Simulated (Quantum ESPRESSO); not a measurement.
# HgTe (Coloradoite) (F-43m) in Quantum ESPRESSO: further runs

Aim: see how the results for HgTe (Coloradoite) move with the level of theory and the settings. Levels: LDA, PBE. Tasks: single point, equation of state, band structure.

Everything below comes from runs of Quantum ESPRESSO 7.5. Logs are shortened: lines on timing, memory, paths and dates and some standing lists are left out, and cuts for length are marked.

**Experimental background.**

From a printed reference work, monograph, for a bulk crystal of HgTe: bulk modulus 43 GPa.

The runs below are set against these values where they give the same quantity.

## Step 1: The structure

Symmetry: F-43m, No. 216, cubic system. Conventional cell: a = 6.429 Å, b = 6.429 Å, c = 6.429 Å, α = 90.00°, β = 90.00°, γ = 90.00°. Hg (site symmetry -43m) has 4 Te at 2.78 Å as nearest neighbours. Around Te (site symmetry -43m) lie 4 Hg at 2.78 Å.

## Step 2: Single point, LDA, 31.22 Å³/atom

File pw.in:

```
&CONTROL
  calculation = 'scf'
  prefix = 'pwscf'
  outdir = './tmp'
  pseudo_dir = './pseudo'
  tprnfor = .true.
  tstress = .true.
  disk_io = 'nowf'
/
&SYSTEM
  ibrav = 0
  nat = 2
  ntyp = 2
  ecutwfc = 45
  ecutrho = 360
  nbnd = 15
  occupations = 'smearing'
  smearing = 'fd'
  degauss = 0.00367493
/
&ELECTRONS
  conv_thr = 4d-10
  electron_maxstep = 120
  mixing_beta = 0.5
/
ATOMIC_SPECIES
Hg   200.5920 hg_lda_v1.uspp.F.UPF
Te   127.6000 te_lda_v1.uspp.F.UPF
CELL_PARAMETERS angstrom
   0.0000000000    3.1488795465    3.1488795465
   3.1488795465    0.0000000000    3.1488795465
   3.1488795465    3.1488795465    0.0000000000
ATOMIC_POSITIONS crystal
Hg     0.0000000000    0.0000000000    0.0000000000
Te     0.7500000000    0.7500000000    0.7500000000
K_POINTS automatic
7 7 7 0 0 0
```

Potentials or basis: GBRV 1.5 LDA.

On the command line:

```sh
OMP_NUM_THREADS=1 pw.x -in pw.in > pw.out
```

pw.out:

```text
This program is part of the open-source Quantum ESPRESSO suite
     for quantum simulation of materials; please cite
[... 9 lines left out ...]
     --------------------
     sticks:   dense  smooth     PW     G-vecs:    dense   smooth      PW
     Sum        1765     871    253                48671    17153    2741

     Using Slab Decomposition

     bravais-lattice index     =            0
     lattice parameter (alat)  =       8.4153  a.u.
     unit-cell volume          =     421.4002 (a.u.)^3
     number of atoms/cell      =            2
     number of atomic types    =            2
     number of electrons       =        18.00
     number of Kohn-Sham states=           15
     kinetic-energy cutoff     =      45.0000  Ry
     charge density cutoff     =     360.0000  Ry
     scf convergence threshold =      4.0E-10
     mixing beta               =       0.5000
     number of iterations used =            8  plain     mixing
     Exchange-correlation= SLA  PZ   NOGX NOGC
                           (   1   1   0   0   0   0   0)

     celldm(1)=   8.415306  celldm(2)=   0.000000  celldm(3)=   0.000000
     celldm(4)=   0.000000  celldm(5)=   0.000000  celldm(6)=   0.000000

     crystal axes: (cart. coord. in units of alat)
               a(1) = (   0.000000   0.707107   0.707107 )
               a(2) = (   0.707107   0.000000   0.707107 )
               a(3) = (   0.707107   0.707107   0.000000 )

     reciprocal axes: (cart. coord. in units 2 pi/alat)
               b(1) = ( -0.707107  0.707107  0.707107 )
               b(2) = (  0.707107 -0.707107  0.707107 )
               b(3) = (  0.707107  0.707107 -0.707107 )

     PseudoPot. # 1 for Hg read from file:
     hg_lda_v1.uspp.F.UPF
     Pseudo is Ultrasoft + core correction, Zval = 12.0
     Generated by new atomic code, or converted to UPF format
     Using radial grid of  985 points,  6 beta functions with:
                l(1) =   0
                l(2) =   0
                l(3) =   1
                l(4) =   1
                l(5) =   2
                l(6) =   2
     Q(r) pseudized with  8 coefficients,  rinner =    2.000   2.000   2.000
                                                       2.000   2.000

     PseudoPot. # 2 for Te read from file:
     te_lda_v1.uspp.F.UPF
     Pseudo is Ultrasoft + core correction, Zval =  6.0
     Generated by new atomic code, or converted to UPF format
     Using radial grid of  891 points,  5 beta functions with:
                l(1) =   0
                l(2) =   0
                l(3) =   1
                l(4) =   1
                l(5) =   2
     Q(r) pseudized with  6 coefficients,  rinner =    1.800   1.800   1.800
                                                       1.800   1.800

     atomic species   valence    mass     pseudopotential
     Hg               12.00   200.59200     Hg( 1.00)
     Te                6.00   127.60000     Te( 1.00)

     24 Sym. Ops. (no inversion) found

   Cartesian axes

     site n.     atom                  positions (alat units)
         1        Hg     tau(   1) = (   0.0000000   0.0000000   0.0000000  )
         2        Te     tau(   2) = (   1.0606602   1.0606602   1.0606602  )

     number of k points=    20  Fermi-Dirac smearing, width (Ry)=  0.0037
                       cart. coord. in units 2pi/alat
        k(    1) = (   0.0000000   0.0000000   0.0000000), wk =   0.0058309
        k(    2) = (   0.1010153   0.1010153  -0.1010153), wk =   0.0466472
        k(    3) = (   0.2020305   0.2020305  -0.2020305), wk =   0.0466472
        k(    4) = (   0.3030458   0.3030458  -0.3030458), wk =   0.0466472
        k(    5) = (   0.2020305   0.0000000  -0.0000000), wk =   0.0349854
        k(    6) = (   0.3030458   0.1010153  -0.1010153), wk =   0.1399417
[... 12 lines left out ...]
        k(   19) = (  -0.1010153  -0.5050763   0.7071068), wk =   0.1399417
        k(   20) = (  -0.0000000  -0.4040610   0.6060915), wk =   0.1399417

     Dense  grid:    48671 G-vectors     FFT dimensions: (  54,  54,  54)

     Smooth grid:    17153 G-vectors     FFT dimensions: (  36,  36,  36)

     Initial potential from superposition of free atoms

     starting charge      17.9998, renormalised to      18.0000
     Starting wfcs are   13 randomized atomic wfcs +    2 random wfcs

     Self-consistent Calculation

     iteration #  1     ecut=    45.00 Ry     beta= 0.50
     Davidson diagonalization with overlap
     ethr =  1.00E-02,  avg # of iterations =  5.8

     Threshold (ethr) on eigenvalues was too large:
     Diagonalizing with lowered threshold

     Davidson diagonalization with overlap
     ethr =  2.93E-04,  avg # of iterations =  2.8

     total energy              =    -134.05243329 Ry
     estimated scf accuracy    <       0.05002167 Ry

     iteration #  2     ecut=    45.00 Ry     beta= 0.50
     Davidson diagonalization with overlap
     ethr =  2.78E-04,  avg # of iterations =  2.0

     total energy              =    -134.06455945 Ry
     estimated scf accuracy    <       0.01275974 Ry

     iteration #  3     ecut=    45.00 Ry     beta= 0.50
     Davidson diagonalization with overlap
     ethr =  7.09E-05,  avg # of iterations =  3.4

     total energy              =    -134.06655345 Ry
     estimated scf accuracy    <       0.00093017 Ry

     iteration #  4     ecut=    45.00 Ry     beta= 0.50
     Davidson diagonalization with overlap
     ethr =  5.17E-06,  avg # of iterations =  5.7

     total energy              =    -134.06660489 Ry
     estimated scf accuracy    <       0.00004707 Ry

     iteration #  5     ecut=    45.00 Ry     beta= 0.50
     Davidson diagonalization with overlap
     ethr =  2.61E-07,  avg # of iterations =  3.9

     total energy              =    -134.06662541 Ry
     estimated scf accuracy    <       0.00000221 Ry

     iteration #  6     ecut=    45.00 Ry     beta= 0.50
     Davidson diagonalization with overlap
     ethr =  1.23E-08,  avg # of iterations =  3.0

     total energy              =    -134.06662628 Ry
     estimated scf accuracy    <       0.00000069 Ry

     iteration #  7     ecut=    45.00 Ry     beta= 0.50
     Davidson diagonalization with overlap
     ethr =  3.82E-09,  avg # of iterations =  2.0

     total energy              =    -134.06662650 Ry
     estimated scf accuracy    <       0.00000008 Ry

     iteration #  8     ecut=    45.00 Ry     beta= 0.50
     Davidson diagonalization with overlap
     ethr =  4.19E-10,  avg # of iterations =  2.5

     End of self-consistent calculation

          k = 0.0000 0.0000 0.0000 (  2109 PWs)   bands (ev):

    -5.7662  -0.9008  -0.9008  -0.9008  -0.2629  -0.2629   6.1838   6.9456
     6.9456   6.9456  10.9199  10.9199  10.9199  13.3339  16.7708

          k = 0.1010 0.1010-0.1010 (  2133 PWs)   bands (ev):

    -5.6490  -0.8677  -0.8677  -0.8674  -0.2653  -0.2653   4.7402   6.6754
     6.6754   7.6348  10.9170  11.2620  11.2620  14.5376  15.6586

          k = 0.2020 0.2020-0.2020 (  2142 PWs)   bands (ev):

    -5.3675  -0.8010  -0.8010  -0.6786  -0.2575  -0.2575   2.8223   6.1699
     6.1699   7.6494  11.7320  11.7320  12.1441  14.5036  15.6136

          k = 0.3030 0.3030-0.3030 (  2129 PWs)   bands (ev):

    -5.1216  -0.7594  -0.7594  -0.2332  -0.2332  -0.1553   1.2100   5.8216
     5.8216   7.4942  11.8189  11.8189  13.5293  14.5880  16.7732

          k = 0.2020 0.0000-0.0000 (  2137 PWs)   bands (ev):

    -5.6095  -0.8991  -0.8352  -0.8352  -0.2884  -0.2451   4.6854   6.2486
     6.2486   8.3351  10.0082  11.8147  11.8147  14.3255  15.1172

          k = 0.3030 0.1010-0.1010 (  2141 PWs)   bands (ev):

    -5.3806  -0.8403  -0.7611  -0.7280  -0.2913  -0.2292   3.2937   5.6395
     5.7137   8.6898  10.2679  12.2242  12.4766  14.4077  16.0935

          k = 0.4041 0.2020-0.2020 (  2138 PWs)   bands (ev):

    -5.1171  -0.7615  -0.7103  -0.4318  -0.2175  -0.1827   1.7093   5.0197
     5.4342   8.5785  11.0918  12.5361  12.7614  15.3641  16.3425

          k =-0.2020-0.4041 0.4041 (  2152 PWs)   bands (ev):

    -5.0315  -0.7375  -0.7097  -0.2743  -0.2384   0.0814   0.9929   4.6765
     5.5580   8.5015  11.3085  12.2871  13.7931  15.3657  16.5704

          k =-0.1010-0.3030 0.3030 (  2153 PWs)   bands (ev):

    -5.2000  -0.7559  -0.7516  -0.5244  -0.2789  -0.2069   2.2107   4.7838
     6.0261   8.5457  11.5233  11.9735  12.3943  15.1200  15.7496

          k =-0.0000-0.2020 0.2020 (  2137 PWs)   bands (ev):

    -5.4756  -0.8289  -0.8210  -0.7808  -0.2861  -0.2422   3.7262   5.5150
     6.5549   8.3394  10.8979  11.4531  11.9826  14.8262  15.6637

          k = 0.4041 0.0000-0.0000 (  2149 PWs)   bands (ev):

    -5.2293  -0.8405  -0.6677  -0.6677  -0.2905  -0.2049   2.9116   5.1200
     5.1200   8.7968   9.5803  13.6194  13.6194  13.6608  17.0378

          k = 0.5051 0.1010-0.1010 (  2135 PWs)   bands (ev):

    -5.0173  -0.7537  -0.5968  -0.5495  -0.1942  -0.1306   1.8846   4.3982
     4.7984   8.9560   9.9411  13.1004  14.0560  15.6760  17.5141

          k =-0.1010-0.5051 0.5051 (  2152 PWs)   bands (ev):

    -4.9094  -0.7053  -0.5950  -0.3850  -0.2237   0.2355   1.0586   3.7114
     4.9270   9.0565  11.0697  13.3319  13.6199  15.2085  16.8052

          k =-0.0000-0.4041 0.4041 (  2153 PWs)   bands (ev):

    -4.9944  -0.7092  -0.6618  -0.3208  -0.2697  -0.0645   1.5354   3.6998
     5.4416   9.1402  11.4360  12.8600  12.9927  15.4526  15.4958

          k = 0.6061-0.0000 0.0000 (  2156 PWs)   bands (ev):

    -4.8933  -0.7626  -0.5067  -0.5067  -0.1723   0.0510   1.3666   4.3858
     4.3858   8.6418   9.1728  14.8999  15.6178  15.6178  17.2439

          k =-0.0000-0.6061 0.6061 (  2151 PWs)   bands (ev):

    -4.8449  -0.7195  -0.5053  -0.4717  -0.1872   0.3545   0.9279   3.8949
     4.4379   8.8625   9.7404  14.4411  15.1365  15.7750  17.4326

          k = 0.4041 0.2020 0.0000 (  2136 PWs)   bands (ev):

    -5.1573  -0.7629  -0.6957  -0.5805  -0.2584  -0.1991   2.3820   4.4868
     5.4540   9.2425  10.4552  11.8990  13.4989  14.8247  17.4526

          k =-0.2020-0.4041 0.6061 (  2153 PWs)   bands (ev):

    -4.9681  -0.6989  -0.6552  -0.3663  -0.2403   0.0483   1.3173   3.9629
     5.0248   9.4150  11.0923  12.0912  14.0790  15.0751  16.9828

          k =-0.1010-0.5051 0.7071 (  2164 PWs)   bands (ev):

    -4.8841  -0.6892  -0.5721  -0.4516  -0.2107   0.1840   1.2146   3.9703
     4.3303   9.4523  10.1128  12.9467  14.6550  15.9469  17.9142

          k =-0.0000-0.4041 0.6061 (  2168 PWs)   bands (ev):

    -4.8629  -0.6625  -0.5830  -0.3492  -0.2773   0.3837   0.9451   3.5908
     4.4251   9.7554  11.2061  12.5360  13.3829  15.8833  17.2247

     the Fermi energy is     6.9830 ev

!    total energy              =    -134.06662652 Ry
     estimated scf accuracy    <          1.1E-10 Ry
     smearing contrib. (-TS)   =      -0.00004613 Ry
     internal energy E=F+TS    =    -134.06658039 Ry

     The total energy is F=E-TS. E is the sum of the following terms:
     one-electron contribution =     -29.80749320 Ry
     hartree contribution      =      27.93801380 Ry
     xc contribution           =     -53.14905459 Ry
     ewald contribution        =     -79.04804640 Ry

     convergence has been achieved in   8 iterations

     Forces acting on atoms (cartesian axes, Ry/au):

     atom    1 type  1   force =     0.00000000    0.00000000    0.00000000
     atom    2 type  2   force =    -0.00000000   -0.00000000   -0.00000000

     Total force =     0.000000     Total SCF correction =     0.000000

     Computing stress (Cartesian axis) and pressure

          total   stress  (Ry/bohr**3)                   (kbar)     P=       43.32
   0.00029451   0.00000000   0.00000000           43.32        0.00        0.00
   0.00000000   0.00029451   0.00000000            0.00       43.32        0.00
   0.00000000   0.00000000   0.00029451            0.00        0.00       43.32

=------------------------------------------------------------------------------=
   JOB DONE.
=------------------------------------------------------------------------------=
```

Run time: 7.6 s. Hardware: 1 thread of AMD EPYC 9R45 (Zen 5), shared host; peak memory 0.22 GiB.

What came out:

- Free energy: -1824.0694 eV
- Pressure: 4.3 GPa
- Band gap on the k mesh: none (metal or under the smearing width)

## Step 3: Single point, LDA, 31.89 Å³/atom

Changes to pw.in since step 2:

```diff
@@ -29,5 +29,5 @@
 CELL_PARAMETERS angstrom
-   0.0000000000    3.1488795465    3.1488795465
-   3.1488795465    0.0000000000    3.1488795465
-   3.1488795465    3.1488795465    0.0000000000
+   0.0000000000    3.1710554852    3.1710554852
+   3.1710554852    0.0000000000    3.1710554852
+   3.1710554852    3.1710554852    0.0000000000
 ATOMIC_POSITIONS crystal
```

Potentials or basis: GBRV 1.5 LDA.

On the command line:

```sh
OMP_NUM_THREADS=1 pw.x -in pw.in > pw.out
```

Run time: 8.3 s. Hardware: 1 thread of AMD EPYC 9R45 (Zen 5), shared host; peak memory 0.22 GiB.

The run converged. Its results:

| Item | Value |
| --- | --- |
| Free energy | -1824.0996 eV |
| Pressure | 2.9 GPa |
| Band gap on the k mesh | none (metal or under the smearing width) |

## Step 4: Single point, LDA, 32.55 Å³/atom

Changes to pw.in since step 3:

```diff
@@ -29,5 +29,5 @@
 CELL_PARAMETERS angstrom
-   0.0000000000    3.1710554852    3.1710554852
-   3.1710554852    0.0000000000    3.1710554852
-   3.1710554852    3.1710554852    0.0000000000
+   0.0000000000    3.1929255244    3.1929255244
+   3.1929255244    0.0000000000    3.1929255244
+   3.1929255244    3.1929255244    0.0000000000
 ATOMIC_POSITIONS crystal
```

On the command line:

```sh
OMP_NUM_THREADS=1 pw.x -in pw.in > pw.out
```

Wall time 8.3 s (1 thread of AMD EPYC 9R45 (Zen 5), shared host); peak memory 0.22 GiB.

It converged, with:

* Free energy: -1824.1189 eV
* Pressure: 1.7 GPa
* Band gap on the k mesh: none (metal or under the smearing width)

## Step 5: Single point, LDA, 33.22 Å³/atom

Changes to pw.in since step 4:

```diff
@@ -29,5 +29,5 @@
 CELL_PARAMETERS angstrom
-   0.0000000000    3.1929255244    3.1929255244
-   3.1929255244    0.0000000000    3.1929255244
-   3.1929255244    3.1929255244    0.0000000000
+   0.0000000000    3.2145000000    3.2145000000
+   3.2145000000    0.0000000000    3.2145000000
+   3.2145000000    3.2145000000    0.0000000000
 ATOMIC_POSITIONS crystal
```

On the command line:

```sh
OMP_NUM_THREADS=1 pw.x -in pw.in > pw.out
```

Wall time 8.5 s (1 thread of AMD EPYC 9R45 (Zen 5), shared host); peak memory 0.23 GiB.

It converged, with:

| Property | Result |
| --- | --- |
| Free energy | -1824.1288 eV |
| Pressure | 0.6 GPa |
| Band gap on the k mesh | none (metal or under the smearing width) |

## Step 6: Single point, LDA, 33.88 Å³/atom

Changes to pw.in since step 5:

```diff
@@ -29,5 +29,5 @@
 CELL_PARAMETERS angstrom
-   0.0000000000    3.2145000000    3.2145000000
-   3.2145000000    0.0000000000    3.2145000000
-   3.2145000000    3.2145000000    0.0000000000
+   0.0000000000    3.2357886999    3.2357886999
+   3.2357886999    0.0000000000    3.2357886999
+   3.2357886999    3.2357886999    0.0000000000
 ATOMIC_POSITIONS crystal
```

Potentials or basis: GBRV 1.5 LDA.

On the command line:

```sh
OMP_NUM_THREADS=1 pw.x -in pw.in > pw.out
```

It took 8.6 s on 1 thread of AMD EPYC 9R45 (Zen 5), shared host; peak memory 0.23 GiB.

Results (log left out):

```
Free energy            : -1824.1301 eV
Pressure               : -0.3 GPa
Band gap on the k mesh : none (metal or under the smearing width)
```

## Step 7: Single point, LDA, 34.54 Å³/atom

Changes to pw.in since step 6:

```diff
@@ -29,5 +29,5 @@
 CELL_PARAMETERS angstrom
-   0.0000000000    3.2357886999    3.2357886999
-   3.2357886999    0.0000000000    3.2357886999
-   3.2357886999    3.2357886999    0.0000000000
+   0.0000000000    3.2568009036    3.2568009036
+   3.2568009036    0.0000000000    3.2568009036
+   3.2568009036    3.2568009036    0.0000000000
 ATOMIC_POSITIONS crystal
```

On the command line:

```sh
OMP_NUM_THREADS=1 pw.x -in pw.in > pw.out
```

Run time: 8.7 s. Hardware: 1 thread of AMD EPYC 9R45 (Zen 5), shared host; peak memory 0.23 GiB.

Results (log left out):

- Free energy: -1824.1239 eV
- Pressure: -1.2 GPa
- Band gap on the k mesh: none (metal or under the smearing width)

## Step 8: Single point, LDA, 35.21 Å³/atom

Changes to pw.in since step 7:

```diff
@@ -29,5 +29,5 @@
 CELL_PARAMETERS angstrom
-   0.0000000000    3.2568009036    3.2568009036
-   3.2568009036    0.0000000000    3.2568009036
-   3.2568009036    3.2568009036    0.0000000000
+   0.0000000000    3.2775454177    3.2775454177
+   3.2775454177    0.0000000000    3.2775454177
+   3.2775454177    3.2775454177    0.0000000000
 ATOMIC_POSITIONS crystal
```

On the command line:

```sh
OMP_NUM_THREADS=1 pw.x -in pw.in > pw.out
```

Run time: 8.8 s. Hardware: 1 thread of AMD EPYC 9R45 (Zen 5), shared host; peak memory 0.24 GiB.

Results (log left out):

```yaml
Free_energy: -1824.1111 eV
Pressure: -1.9 GPa
Band_gap_on_the_k_mesh: none (metal or under the smearing width)
```

## Step 9: Equation of state, LDA

Potentials or basis: GBRV 1.5 LDA.

This step only gathers the single runs of the series.

Results:

| Property | Result |
| --- | --- |
| Equilibrium volume | 33.66 Å³/atom |
| Bulk modulus | 48 GPa |
| Pressure derivative of the bulk modulus | 5.1 |

Energy against volume, from the lowest point:
```tsv
volume (Å³/atom)	energy (meV/atom)
31.223	30.38
31.887	15.29
32.551	5.62
33.215	0.69
33.880	0.00
34.544	3.12
35.208	9.52
```

The run has no spin-orbit coupling, so splittings on Hg, Te are missing.

(Continued in part 2 of 2.)
